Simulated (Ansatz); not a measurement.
# W on Al(110), quarter in the top layer, both faces: core shifts and d bands, part 2 of 3

How do strain and neighbours shift the levels in W on Al(110), quarter in the top layer, both faces? Spin–orbit coupling is left out of the bands throughout.

Ansatz 0.2.0; DFT, PBE, plane-wave PAW, default files, scalar-relativistic.

So far, work function, upper face (eV): step 2 (the clean face) 3.90; step 3 (relaxation) 4.03.

## (4) Layer-resolved bands, DOS and potential

This is the main run. States are solved along the surface zone's path and weighed by where they lie along the normal, since photoemission sees the top layers. The cell holds 4 small cells, so the bands are unfolded.

The input, input.yaml:

```yaml
crystal:
  lattice:
    - [8.08, 0.0, 0.0]
    - [0.0, 5.713422792, 0.0]
    - [0.0, 0.0, 21.14177849]
  atoms:
    - { symbol: W, position: [-0.0019031759, -0.0042898442, 0.652151352] }
    - { symbol: Al, position: [0.5027042706, 0.0009601219, 0.664756395] }
    - { symbol: Al, position: [-0.0010468475, 0.4948104343, 0.6705606161] }
    - { symbol: Al, position: [0.5002860684, 0.4945484222, 0.6625714015] }
    - { symbol: Al, position: [0.2422928451, 0.2447611786, 0.6044627633] }
    - { symbol: Al, position: [0.7560094994, 0.2468901583, 0.6037137917] }
    - { symbol: Al, position: [0.2460812443, 0.7489861468, 0.6070461479] }
    - { symbol: Al, position: [0.7562643548, 0.7475963075, 0.6040497768] }
    - { symbol: Al, position: [0.0, 0.0, 0.533780405] }
    - { symbol: Al, position: [0.5, 0.0, 0.533780405] }
    - { symbol: Al, position: [0.0, 0.5, 0.533780405] }
    - { symbol: Al, position: [0.5, 0.5, 0.533780405] }
    - { symbol: Al, position: [0.25, 0.25, 0.466219595] }
    - { symbol: Al, position: [0.75, 0.25, 0.466219595] }
    - { symbol: Al, position: [0.25, 0.75, 0.466219595] }
    - { symbol: Al, position: [0.75, 0.75, 0.466219595] }
    - { symbol: Al, position: [0.0077071549, 0.0052388214, 0.3955372367] }
    - { symbol: Al, position: [0.4939905006, 0.0031098417, 0.3962862083] }
    - { symbol: Al, position: [0.0039187557, 0.5010138532, 0.3929538521] }
    - { symbol: Al, position: [0.4937356452, 0.5024036925, 0.3959502232] }
    - { symbol: W, position: [0.2519031759, 0.2542898442, 0.347848648] }
    - { symbol: Al, position: [0.7472957294, 0.2490398781, 0.335243605] }
    - { symbol: Al, position: [0.2510468475, 0.7551895657, 0.3294393839] }
    - { symbol: Al, position: [0.7497139316, 0.7554515778, 0.3374285985] }
kpoints:
  mp_grid: { grid: [6, 8, 1] }
scf:
  occupations: { method: fermi_dirac, width: 0.05 }
  n_extra_bands: 26
hamiltonian:
  xc: pbe
  pseudopotentials: { kind: paw }
output:
  forces: true
  write_potential: true
  volumetric_format: []
  efg: { contact_densities: true }
  dos:
    projected:
      site_lists:
        layer_1: [3, 2, 1, 0]
        layer_2: [7, 6, 5, 4]
        layer_3: [8, 9, 10, 11]
        middle: [12, 13, 14, 15]
        other_layers: [16, 17, 18, 19, 20, 21, 22, 23]
    de: 0.05
    e_range: [-30, 12]
    method: { smearing: { sigma: 0.15, scheme: gaussian } }
  eigenstates:
    kpoints:
      - [0.0, 0.0, 0.0]
      - [-0.125, 0.0, 0.0]
      - [-0.25, 0.0, 0.0]
      - [-0.375, 0.0, 0.0]
      - [0.5, 0.0, 0.0]
      - [0.375, 0.0, 0.0]
      # [... 9 more points ...]
      - [0.0, -0.2, 0.0]
      - [0.0, -0.1, 0.0]
    e_range: [-8.0, 4.0]
    unfold:
      supercell_matrix: [[2, 0, 0], [0, 2, 0], [0, 0, 1]]
      layers:
        axis: 3
        edges: [0.155167, 0.431252, 0.431352, 0.568814, 0.568914, 0.859758]
```

Command:

```console
$ ansatz run input.yaml --threads 4 --pin off --max-ram 12288MiB --backend cpu --events-out ev --progress --plain --runs-dir out
```

Elapsed: 25 s, on 4 threads of AMD EPYC 9R45, shared host; peak memory 3 GiB.

Numbers from this step:

```
free energy                                    : -32586.2193 eV
energy at zero smearing                        : -32586.1719 eV
smearing term TS                               : 0.09483 eV
Fermi energy                                   : 1.310 eV
share of occupied states in no projected shell : 0.0141 of the occupied states in the window
DOS at the Fermi level                         : 11.59 states/eV/cell
work function, upper face                      : 4.017 eV
work function, lower face                      : 4.017 eV
```

A(k,E), total over k along the path and E. Zero: Fermi level.

Ten even steps from '0' (0.05 eV⁻¹) to '9' (4.39 eV⁻¹), each cell a mean:
```
2222323333443234346431112333343133222
2222122343443334555454333343343332222
1111122212234324444524322333432332111
0012233112234443533344444343313331110
1222333333444444444433433333333522221
3223433355434455354453433233343432233
2222223522235443334545453332224322212
3222213343323433433354434333335221233
1222123322232334332355345665462112221
1111122333444564222224544553574222111
1122332354455642331112764326533421111
2211323345443233221223475425821244322
3212102222110013214443226574341002333
1221011200000123222110013967014100011
0021223000001200220011234394201410000
0211432100121001311113432542310153100
3102132222200001124453225215241003543
2212200000000011032112451001524100122
0131100000000110024455200000142410000
0225100000011100202210000000033243100
4120221111121002020000000000004313444
1400001122100011200000000000000351111
```
Columns: k along the path (Å⁻¹) from 0 to 3.75 (not evenly spaced); rows upwards: E (eV) from -7.7 to 3.49.

A(k,E), top over k along the path and E. Zero: Fermi level.

Values in eV⁻¹, 12 rows by 16 columns, each cell a mean:
```
0.44 0.43 0.46 0.59 0.65 0.61 0.65 0.69 0.68 0.44 0.52 0.58 0.68 0.47 0.53 0.45
0.28 0.31 0.42 0.38 0.44 0.65 0.62 0.61 0.57 0.65 0.55 0.61 0.57 0.57 0.43 0.28
0.42 0.59 0.61 0.60 0.72 0.70 0.69 0.72 0.69 0.65 0.61 0.59 0.54 0.67 0.47 0.42
0.51 0.48 0.58 0.64 0.47 0.59 0.57 0.64 0.69 0.68 0.65 0.54 0.50 0.60 0.46 0.50
0.51 0.45 0.52 0.49 0.49 0.47 0.64 0.64 0.77 0.77 0.73 0.84 0.79 0.43 0.37 0.49
0.31 0.46 0.51 0.71 0.83 0.96 0.74 0.50 0.37 0.78 0.77 0.63 0.86 0.65 0.41 0.29
0.45 0.33 0.39 0.58 0.56 0.33 0.49 0.41 0.54 0.57 0.83 0.80 0.70 0.31 0.54 0.55
0.27 0.29 0.30 0.19 0.11 0.20 0.30 0.38 0.25 0.21 0.63 1.02 0.33 0.40 0.14 0.19
0.26 0.36 0.45 0.23 0.28 0.22 0.15 0.38 0.42 0.59 0.50 0.52 0.48 0.30 0.45 0.23
0.40 0.34 0.17 0.15 0.10 0.08 0.21 0.34 0.43 0.41 0.30 0.13 0.44 0.40 0.23 0.44
0.28 0.38 0.10 0.05 0.09 0.23 0.14 0.27 0.36 0.17 0.05 0.04 0.23 0.49 0.49 0.17
0.49 0.14 0.24 0.27 0.25 0.09 0.26 0.16 0.05 0.03 0.02 0.03 0.05 0.31 0.40 0.61
```
Columns: k along the path (Å⁻¹) from 0 to 3.75 (not evenly spaced); rows upwards: E (eV) from -7.7 to 3.49.

A(k,E), middle over k along the path and E. Zero: Fermi level.

Values in eV⁻¹, 12 rows by 16 columns, each cell a mean:
```
0.17 0.22 0.29 0.34 0.46 0.40 0.50 0.87 0.72 0.29 0.29 0.38 0.36 0.40 0.34 0.19
0.10 0.13 0.45 0.24 0.30 0.47 0.50 0.83 0.78 0.45 0.34 0.45 0.42 0.49 0.22 0.10
0.21 0.25 0.40 0.43 0.48 0.54 0.68 0.49 0.55 0.48 0.39 0.33 0.42 0.55 0.23 0.19
0.18 0.20 0.27 0.45 0.51 0.81 0.63 0.39 0.51 0.79 0.44 0.29 0.45 0.50 0.22 0.19
0.15 0.11 0.18 0.43 0.39 0.51 0.41 0.29 0.29 0.56 0.62 0.63 0.65 0.28 0.13 0.15
0.13 0.21 0.30 0.38 0.46 0.53 0.48 0.27 0.19 0.57 0.68 0.68 0.66 0.31 0.15 0.11
0.30 0.23 0.22 0.48 0.50 0.24 0.32 0.25 0.42 0.48 0.83 0.51 0.69 0.17 0.35 0.37
0.19 0.23 0.24 0.19 0.07 0.13 0.32 0.25 0.17 0.15 0.54 1.08 0.31 0.34 0.10 0.13
0.22 0.26 0.48 0.18 0.21 0.16 0.15 0.40 0.23 0.33 0.58 1.01 0.34 0.27 0.40 0.19
0.35 0.29 0.22 0.12 0.07 0.06 0.19 0.38 0.39 0.76 0.64 0.19 0.60 0.22 0.20 0.41
0.17 0.48 0.10 0.04 0.07 0.21 0.10 0.35 0.86 0.36 0.06 0.03 0.49 0.48 0.25 0.09
0.38 0.23 0.24 0.26 0.24 0.09 0.14 0.31 0.06 0.03 0.02 0.02 0.06 0.73 0.43 0.28
```
Columns: k along the path (Å⁻¹) from 0 to 3.75 (not evenly spaced); rows upwards: E (eV) from -7.7 to 3.49.

Peaks of A(k,E) at the labelled points: for each region the eleven nearest the zero at most, each over 6 % of that point's highest, less those above the energy where the solved bands run out; weight and spread sum the levels within three half widths or 0.3 eV, so near peaks share levels. Peaks of the spectral function, the first 40 of 132 rows:

| point | weight on | E (eV) | A (1/eV) | weight near the peak | rms spread of levels (eV) |
| --- | --- | --- | --- | --- | --- |
| X | total | -3.92 | 0.359 | 0.104 | 0.103 |
| X | total | -2.92 | 1.609 | 1.627 | 0.238 |
| X | total | -2.56 | 2.025 | 1.625 | 0.243 |
| X | total | -1.58 | 0.764 | 0.473 | 0.174 |
| X | total | -0.42 | 1.95 | 1.366 | 0.165 |
| X | total | 0.68 | 2.254 | 1.652 | 0.216 |
| X | total | 1.78 | 0.484 | 0.223 | 0.134 |
| X | total | 2.02 | 0.528 | 0.323 | 0.284 |
| X | total | 2.62 | 1.303 | 0.925 | 0.192 |
| X | total | 3.12 | 1.074 | 1.161 | 0.288 |
| X | total | 3.44 | 1.4 | 1.121 | 0.238 |
| X | top | -5.2 | 1.016 | 0.593 | 0.138 |
| X | top | -3.92 | 0.133 | 0.04 | 0.108 |
| X | top | -2.9 | 0.595 | 0.684 | 0.253 |
| X | top | -2.56 | 0.762 | 0.599 | 0.239 |
| X | top | -1.54 | 0.33 | 0.215 | 0.177 |
| X | top | -0.42 | 0.839 | 0.586 | 0.167 |
| X | top | 0.66 | 0.922 | 0.686 | 0.218 |
| X | top | 2.02 | 0.229 | 0.142 | 0.283 |
| X | top | 2.62 | 0.545 | 0.385 | 0.19 |
| X | top | 3.14 | 0.443 | 0.409 | 0.219 |
| X | top | 3.44 | 0.577 | 0.46 | 0.237 |
| X | middle | -5.2 | 0.967 | 0.564 | 0.134 |
| X | middle | -3.92 | 0.091 | 0.023 | 0.074 |
| X | middle | -2.96 | 0.421 | 0.411 | 0.231 |
| X | middle | -2.56 | 0.499 | 0.426 | 0.255 |
| X | middle | -1.64 | 0.115 | 0.043 | 0.128 |
| X | middle | -0.26 | 0.298 | 0.186 | 0.116 |
| X | middle | 0.74 | 0.445 | 0.272 | 0.148 |
| X | middle | 1.76 | 0.084 | 0.031 | 0.123 |
| X | middle | 2.6 | 0.211 | 0.152 | 0.202 |
| X | middle | 3.12 | 0.184 | 0.188 | 0.26 |
| X | middle | 3.44 | 0.239 | 0.195 | 0.243 |
| Γ | total | -4.74 | 1.191 | 0.936 | 0.145 |
| Γ | total | -3.92 | 0.287 | 0.076 | 0.1 |
| Γ | total | -2.48 | 2.653 | 2.001 | 0.22 |
| Γ | total | -2.14 | 2.004 | 1.987 | 0.273 |
| Γ | total | -1.62 | 2.847 | 1.937 | 0.159 |
| Γ | total | -0.32 | 2.451 | 1.376 | 0.114 |
| Γ | total | 0.72 | 3.096 | 2.513 | 0.219 |

The DOS has structure finer than the step of the table below, so its rows give means over 0.5 eV, whole bins alone (the curve runs from -12.4 to 3.27 eV). Peaks (eV: height): total -6.53: 6.73, -4.53: 9.78, -1.93: 15.0, 0.97: 15.2; Al 3p -4.53: 5.62, -1.93: 8.58, 0.88: 8.46, 3.08: 8.55; Al 3s -4.53: 3.32, -3.52: 2.87, -1.93: 2.92, 2.58: 3.05; W 5d -0.42: 4.24.

* holds the states left over by the projection beside any projected weight of its own. DOS against E, zero at the Fermi level; means over each step; values in states/eV/cell:

| E (eV) | total | Al 3p | Al 3s | W 5d | W 6p* | W 6s |
| --- | --- | --- | --- | --- | --- | --- |
| -11.5 | 0 | 0 | 0 | 0 | 0 | 0 |
| -11.0 | 0.0171 | 0.00303 | 0.0132 | 0 | 2.9e-5 | 7.7e-4 |
| -10.5 | 1.28 | 0.343 | 0.886 | 7.1e-4 | 0.00238 | 0.0478 |
| -10.0 | 1.97 | 0.838 | 1.07 | 0.00340 | 0.00452 | 0.0478 |
| -9.5 | 2.47 | 1.28 | 1.12 | 0.00826 | 0.00738 | 0.0554 |
| -9.0 | 3.89 | 2.08 | 1.67 | 0.0171 | 0.0142 | 0.104 |
| -8.5 | 3.85 | 2.22 | 1.49 | 0.0243 | 0.0174 | 0.0947 |
| -8.0 | 4.13 | 2.49 | 1.49 | 0.0370 | 0.0216 | 0.0829 |
| -7.5 | 4.33 | 2.64 | 1.54 | 0.0592 | 0.0260 | 0.0718 |
| -7.0 | 5.86 | 3.48 | 2.12 | 0.108 | 0.0366 | 0.117 |
| -6.5 | 6.12 | 3.68 | 2.12 | 0.147 | 0.0425 | 0.128 |
| -6.0 | 6.04 | 3.66 | 2.04 | 0.158 | 0.0496 | 0.131 |
| -5.5 | 5.96 | 3.47 | 2.11 | 0.209 | 0.0610 | 0.107 |
| -5.0 | 7.22 | 4.17 | 2.51 | 0.356 | 0.0778 | 0.101 |
| -4.5 | 8.84 | 5.03 | 3.02 | 0.550 | 0.101 | 0.133 |
| -4.0 | 7.80 | 4.43 | 2.49 | 0.616 | 0.0920 | 0.169 |
| -3.5 | 8.88 | 5.21 | 2.53 | 0.836 | 0.132 | 0.171 |
| -3.0 | 9.08 | 5.45 | 2.18 | 1.16 | 0.145 | 0.145 |
| -2.5 | 10.8 | 6.36 | 2.38 | 1.77 | 0.184 | 0.129 |
| -2.0 | 13.7 | 7.98 | 2.65 | 2.74 | 0.260 | 0.108 |
| -1.5 | 12.9 | 7.19 | 2.08 | 3.19 | 0.257 | 0.161 |
| -1.0 | 12.2 | 6.37 | 1.62 | 3.81 | 0.290 | 0.150 |
| -0.5 | 12.7 | 6.04 | 1.99 | 4.08 | 0.404 | 0.216 |
| 0.0 | 11.9 | 5.88 | 2.12 | 3.19 | 0.477 | 0.190 |
| 0.5 | 13.7 | 7.39 | 2.61 | 2.88 | 0.643 | 0.203 |
| 1.0 | 14.3 | 7.92 | 2.77 | 2.56 | 0.833 | 0.198 |
| 1.5 | 12.5 | 6.86 | 2.59 | 1.79 | 0.934 | 0.282 |
| 2.0 | 11.6 | 6.27 | 2.45 | 1.51 | 1.07 | 0.289 |
| 2.5 | 12.7 | 7.11 | 2.75 | 1.12 | 1.42 | 0.339 |
| 3.0 | 14.2 | 8.09 | 2.87 | 0.964 | 1.96 | 0.364 |

Sums over each group's atoms; a table of it gives point samples, which can step over narrow peaks. The DOS of the group by E, zero at the Fermi level; 7 of 14 lines; values in states/eV:

| E (eV) | other layers: Al 3p | layer 2: Al 3p | layer 3: Al 3p | middle: Al 3p | other layers: Al 3s | layer 1: Al 3p | layer 1: W 5d |
| --- | --- | --- | --- | --- | --- | --- | --- |
| -11.5 | 0 | 0 | 0 | 0 | 0 | 0 | 0 |
| -11.0 | 4.5e-5 | 2.4e-5 | 6.8e-6 | 6.8e-6 | 1.2e-4 | 2.1e-5 | 0 |
| -10.5 | 0.116 | 0.0698 | 0.0516 | 0.0516 | 0.216 | 0.0465 | 3.1e-4 |
| -10.0 | 0.249 | 0.169 | 0.197 | 0.197 | 0.248 | 0.0804 | 0.00182 |
| -9.5 | 0.303 | 0.212 | 0.324 | 0.324 | 0.276 | 0.0910 | 0.00410 |
| -9.0 | 0.484 | 0.318 | 0.610 | 0.610 | 0.590 | 0.165 | 0.00904 |
| -8.5 | 0.534 | 0.356 | 0.537 | 0.537 | 0.480 | 0.178 | 0.0116 |
| -8.0 | 0.668 | 0.470 | 0.589 | 0.589 | 0.470 | 0.199 | 0.0185 |
| -7.5 | 0.689 | 0.480 | 0.580 | 0.580 | 0.517 | 0.209 | 0.0278 |
| -7.0 | 0.970 | 0.735 | 0.753 | 0.753 | 0.757 | 0.236 | 0.0541 |
| -6.5 | 1.09 | 0.809 | 0.832 | 0.832 | 0.766 | 0.281 | 0.0768 |
| -6.0 | 1.12 | 0.817 | 0.806 | 0.806 | 0.714 | 0.307 | 0.0805 |
| -5.5 | 1.03 | 0.699 | 0.661 | 0.661 | 0.692 | 0.333 | 0.100 |
| -5.0 | 1.27 | 0.876 | 0.850 | 0.850 | 0.866 | 0.395 | 0.180 |
| -4.5 | 1.67 | 1.17 | 0.943 | 0.943 | 1.08 | 0.508 | 0.282 |
| -4.0 | 1.41 | 0.989 | 0.784 | 0.784 | 0.839 | 0.425 | 0.305 |
| -3.5 | 1.78 | 1.11 | 0.907 | 0.907 | 0.849 | 0.677 | 0.427 |
| -3.0 | 1.89 | 1.18 | 0.890 | 0.890 | 0.739 | 0.711 | 0.584 |
| -2.5 | 2.24 | 1.29 | 1.02 | 1.02 | 0.814 | 0.943 | 0.920 |
| -2.0 | 2.79 | 1.37 | 1.37 | 1.37 | 0.931 | 1.42 | 1.43 |
| -1.5 | 2.27 | 1.07 | 1.26 | 1.26 | 0.699 | 1.21 | 1.57 |
| -1.0 | 2.02 | 0.887 | 1.09 | 1.09 | 0.496 | 1.13 | 1.85 |
| -0.5 | 1.98 | 0.927 | 1.01 | 1.01 | 0.576 | 1.05 | 2.05 |
| 0.0 | 1.98 | 1.01 | 0.917 | 0.917 | 0.613 | 0.970 | 1.58 |
| 0.5 | 2.63 | 1.18 | 1.09 | 1.09 | 0.797 | 1.45 | 1.45 |
| 1.0 | 2.93 | 1.22 | 1.17 | 1.17 | 0.824 | 1.71 | 1.33 |
| 1.5 | 2.48 | 1.04 | 0.977 | 0.977 | 0.806 | 1.45 | 0.883 |
| 2.0 | 2.12 | 1.01 | 1.08 | 1.08 | 0.718 | 1.11 | 0.781 |
| 2.5 | 2.49 | 1.05 | 1.16 | 1.16 | 0.824 | 1.44 | 0.563 |
| 3.0 | 2.78 | 1.16 | 1.39 | 1.39 | 0.908 | 1.62 | 0.488 |

This run's widths, added to any smearing of the DOS itself: Gaussian 0.2 eV, Lorentzian 0.2 eV plus 0.03 an eV of depth. Table of intensity by binding energy, zero at the Fermi level; values in % of the maximum within 13 eV:

| binding energy (eV) | 21.2 eV | 40.8 eV | 100 eV | 1486.7 eV | 8047.8 eV |
| --- | --- | --- | --- | --- | --- |
| -1 | 2.60 | 2.65 | 2.98 | 2.75 | 2.72 |
| 0 | 46.2 | 46.5 | 47.3 | 47.2 | 47.3 |
| 1 | 94.2 | 94.7 | 94.4 | 94.3 | 93.5 |
| 2 | 70.2 | 73.4 | 94.4 | 76.8 | 74.5 |
| 3 | 33.8 | 37.1 | 61.2 | 42.3 | 41.0 |
| 4 | 19.5 | 23.1 | 50.1 | 30.3 | 29.2 |
| 5 | 12.2 | 15.7 | 43.1 | 23.2 | 21.7 |
| 6 | 6.91 | 10.0 | 34.7 | 16.6 | 15.6 |
| 7 | 5.04 | 7.99 | 31.5 | 14.5 | 13.4 |
| 8 | 2.81 | 4.97 | 22.6 | 9.99 | 9.25 |
| 9 | 1.99 | 3.84 | 19.2 | 8.98 | 8.52 |
| 10 | 1.06 | 2.04 | 10.5 | 5.59 | 5.39 |
| 11 | 0.349 | 0.573 | 2.49 | 1.41 | 1.39 |
| 12 | - | 0.264 | 0.884 | 0.489 | 0.471 |

Maxima picked by a test of local sharpness, so broad peaks and shoulders can be missing; peaks within 0.45 eV of a curve's cut are left out. Valence peaks, by row:

| photon energy (eV) | binding energy (eV) | height (% of the maximum within 13 eV) | main shell | its share (%) |
| --- | --- | --- | --- | --- |
| 21.2 | 0.65 | 100 | W 5d | 97 |
| 40.8 | 0.65 | 100 | W 5d | 92.1 |
| 100 | 6.5 | 33.88 | Al 3p | 51.69 |
| 100 | 4.45 | 51.91 | Al 3p | 47.27 |
| 100 | 1.8 | 100 | Al 3p | 42.47 |
| 100 | 0.7 | 96.25 | W 5d | 52.79 |
| 1487 | 1.7 | 85.67 | W 5d | 80.34 |
| 1487 | 0.65 | 100 | W 5d | 86.69 |
| 8048 | 0.6 | 100 | W 5d | 87.29 |

From the Fermi level. The planar mean, electrostatic potential by z:

| z (Å) | planar mean, electrostatic potential (eV) |
| --- | --- |
| 0.0 | 4.02 |
| 0.5 | 4.02 |
| 1.0 | 4.02 |
| 1.5 | 4.02 |
| 2.0 | 4.02 |
| 2.5 | 4.02 |
| 3.0 | 4.02 |
| 3.5 | 4.01 |
| 4.0 | 4.00 |
| 4.5 | 3.96 |
| 5.0 | 3.82 |
| 5.5 | 3.36 |
| 6.0 | 1.87 |
| 6.5 | -1.87 |
| 7.0 | -5.27 |
| 7.5 | -7.69 |
| 8.0 | -6.52 |
| 8.5 | -4.33 |
| 9.0 | -4.51 |
| 9.5 | -4.36 |
| 10.0 | -4.22 |
| 10.5 | -5.08 |
| 11.0 | -4.44 |
| 11.5 | -4.21 |
| 12.0 | -4.55 |
| 12.5 | -4.29 |
| 13.0 | -5.59 |
| 13.5 | -8.02 |
| 14.0 | -6.04 |
| 14.5 | -2.98 |
| 15.0 | 1.03 |
| 15.5 | 3.09 |
| 16.0 | 3.74 |
| 16.5 | 3.94 |
| 17.0 | 3.99 |
| 17.5 | 4.01 |
| 18.0 | 4.01 |
| 18.5 | 4.02 |
| 19.0 | 4.02 |
| 19.5 | 4.02 |
| 20.0 | 4.02 |
| 20.5 | 4.02 |

The intensity has structure finer than the step of the table below, so its rows give means over 0.5 eV, whole bins alone (the curve runs from -12.4 to 1.38 eV). Peaks (eV: height): W L-beta5 -1.43: 100.0; Al K-beta -1.82: 99.9; Al K-beta, E along x -2.02: 86.7; Al K-beta, E along y -1.82: 87.7; Al K-beta, E along z -1.82: 127.

Shapes are the site's partial DOS without matrix elements, which overweights lines from ligand s bands. The intensity by emission energy less the core level's binding energy, zero at the Fermi level; means over each step; values in % of the unpolarised maximum:

| emission energy less the core level's binding energy (eV) | W L-beta5 | Al K-beta | Al K-beta, E along x | Al K-beta, E along y | Al K-beta, E along z | Al L2,3 |
| --- | --- | --- | --- | --- | --- | --- |
| -12.0 | 7.48 | 1.68 | 1.71 | 1.78 | 1.56 | 1.25 |
| -11.5 | 8.30 | 2.33 | 2.35 | 2.44 | 2.18 | 2.12 |
| -11.0 | 9.26 | 3.80 | 3.78 | 3.90 | 3.70 | 6.05 |
| -10.5 | 10.4 | 7.47 | 7.51 | 7.73 | 7.17 | 24.8 |
| -10.0 | 11.7 | 12.7 | 13.4 | 13.9 | 10.8 | 33.6 |
| -9.5 | 13.3 | 18.7 | 19.4 | 19.9 | 16.9 | 38.4 |
| -9.0 | 15.2 | 25.6 | 25.6 | 26.4 | 24.8 | 50.4 |
| -8.5 | 17.4 | 30.1 | 31.5 | 32.3 | 26.4 | 49.6 |
| -8.0 | 20.0 | 33.7 | 36.3 | 37.7 | 27.2 | 49.6 |
| -7.5 | 23.1 | 38.3 | 40.6 | 41.4 | 32.8 | 53.7 |
| -7.0 | 26.8 | 44.6 | 44.7 | 47.0 | 42.2 | 67.2 |
| -6.5 | 31.1 | 47.9 | 49.7 | 50.3 | 43.6 | 68.7 |
| -6.0 | 36.1 | 49.6 | 51.1 | 56.4 | 41.1 | 68.4 |
| -5.5 | 41.9 | 51.4 | 56.0 | 58.0 | 40.1 | 71.8 |
| -5.0 | 48.6 | 57.3 | 57.7 | 66.1 | 47.9 | 82.7 |
| -4.5 | 56.2 | 63.5 | 62.9 | 69.4 | 58.2 | 95.8 |
| -4.0 | 64.6 | 64.5 | 63.5 | 72.5 | 57.6 | 84.6 |
| -3.5 | 73.5 | 70.0 | 71.4 | 78.8 | 59.8 | 83.1 |
| -3.0 | 82.4 | 76.1 | 80.4 | 77.9 | 69.9 | 74.9 |
| -2.5 | 90.5 | 85.5 | 85.1 | 84.9 | 86.6 | 79.6 |
| -2.0 | 96.7 | 97.0 | 86.0 | 86.4 | 119 | 87.2 |
| -1.5 | 99.7 | 93.7 | 79.2 | 85.0 | 117 | 70.9 |
| -1.0 | 98.5 | 84.0 | 75.7 | 83.8 | 92.0 | 56.1 |
| -0.5 | 92.9 | 73.9 | 70.9 | 74.6 | 74.3 | 66.6 |
| 0.0 | 83.7 | 42.5 | 40.5 | 38.1 | 42.3 | 34.7 |
| 0.5 | 72.5 | 12.2 | 11.4 | 11.1 | 12.2 | 0.944 |
| 1.0 | 61.1 | 5.68 | 5.35 | 5.42 | 5.82 | 0.560 |

The spectra weight each projected shell by its atomic cross section (Dirac–Hartree–Slater) and angular factor, for unpolarised light with the analyser at 45° from the beam. Broadening, on top of any smearing of the DOS itself: a Gaussian of 0.2 eV and a Lorentzian of 0.2 eV plus 0.03 times the binding energy (full widths), Fermi edge at 300 K. Each atom is damped by exp[−depth/(λ cos θ)], θ = 60° from the normal, λ from the universal curve. Curves are cut 10 eV under the photon energy, above any shell that the free atom's threshold puts out of reach, or at the lower edge of the window: 11.2 eV at 21.2 eV, 12.4 eV at 40.8 eV, 12.4 eV at 100 eV, 12.4 eV at 1486.7 eV and 12.4 eV at 8047.8 eV. A star in tables and legends marks shells that hold the states left over by the projection (1.4 % of the filled ones), a stand-in for orbitals that the files don't project on. Dipole terms alone, which is rough above 3 keV; no background, satellites or final-state effects.

Share of each shell in the spectrum's area (%), by photon energy:

| shell | 21.2 eV | 40.8 eV | 100 eV | 1486.7 eV | 8047.8 eV |
| --- | --- | --- | --- | --- | --- |
| Al 3s | 3.4 | 7.6 | 27.2 | 26.0 | 25.0 |
| Al 3p | 4.3 | 11.9 | 44.3 | 7.2 | 1.6 |
| W 6s | 0.1 | 0.1 | 0.4 | 1.2 | 4.5 |
| W 5d | 91.8 | 80.3 | 27.9 | 65.1 | 67.5 |

Regions along c: top from 12.0 to 18.2 Å, middle from 9.1 to 12.0 Å.

The largest force component on a free atom is 0.042 eV/Å, a little over the usual target of 0.03 eV/Å. At the Fermi level the DOS is 11.59 states/eV a cell, and on the broadened curves Al 3p holds 50 % of the total there.

[end of part 2 of 3]

[Logs are printed without paths, hosts, clocks, repeated set-up lines and the standing remarks that a program may print on its own settings, such as how far it seeks lower states.]

[Hosts, paths, dates, database ids (printed as entryN), source tags and the programs' standing remarks are cut or masked in the printed files.]

[Maps of the electrostatic potential energy from Ansatz leave out the sawtooth potential of an applied field or a dipole correction, so their vacuum need not be flat; work functions include it.]
